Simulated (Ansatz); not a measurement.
# Could BaO exist in this structure?

Plane-wave DFT in Ansatz with scalar-relativistic PAW potentials. The crystal relaxes under PBE to Fm-3m with a = 5.573 Å, 21.64 Å³/atom. No spin polarisation.

```
Ba O
1.0
     0.00000    2.78666    2.78666
     2.78666    0.00000    2.78666
     2.78666    2.78666    0.00000
Ba O
1 1
Direct
  0.00000 0.00000 0.00000
  0.50000 0.50000 0.50000
```

**Question.** Test it against the elements, against displacements at the zone centre and against strain.

**Answer.**
- Energy over the elements: -2.519 eV/atom (PBE, standard states in the same functional, gases uncorrected)
- Optical modes at Γ: all 3 real, at 77 cm⁻¹ (PBEsol, without the LO-TO term)
- Least eigenvalue of the elastic tensor: 34 GPa (PBEsol)

It passes all three tests. So it is a local minimum against everything tried and bound against the elements. Modes at other wave vectors, other structures and decomposition into other compounds weren't tested here. The cell tested can't double, which is how many cubic oxides and halides distort (tilted octahedra, shifted anions). The modes and the tensor belong to cells relaxed at their own level (20.68 Å³/atom for the tensor), not to the cell shown; modes and shear constants soften as a cell grows, so the larger cell shown may fail a test that the smaller one passes.